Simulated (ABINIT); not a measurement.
Crystal: Mo.

```xyz
1
Lattice="-1.5838 1.5838 1.5838 1.5838 -1.5838 1.5838 1.5838 1.5838 -1.5838" Properties=species:S:1:pos:R:3 pbc="T T T"
Mo    0.0000    0.0000    0.0000
```

Base run:

| Property | Result |
| --- | --- |
| Program | ABINIT 10.8.3 (patched build) |
| Functional | PBEsol |
| Potentials or basis | JTH PAW PBE v2.0 |
| Cutoff | 408 eV |
| k mesh | 16 × 16 × 16 |
| Occupations | fermi-dirac, width 0.05 eV |
| Spin | no spin polarisation |

Its results: band gap on the k mesh none (metal or under the smearing width); pressure -9.0 GPa.

Task: After a change of settings the same cell gave: band gap on the k mesh none (metal or under the smearing width); pressure -8.2 GPa. Which change was it?
A. functional from PBEsol to BLYP; k mesh from 16 × 16 × 16 to 12 × 12 × 12
B. functional from PBEsol to revPBE; k mesh from 16 × 16 × 16 to 12 × 12 × 12
C. functional from PBEsol to SOGGA; k mesh from 16 × 16 × 16 to 12 × 12 × 12
D. k mesh from 16 × 16 × 16 to 7 × 7 × 7

Result: D.

Caveats: some runs use coarse meshes; the PAW data sets were made with another functional, which shifts forces and pressure a little.

Runs at the PBE level aren't shown here.
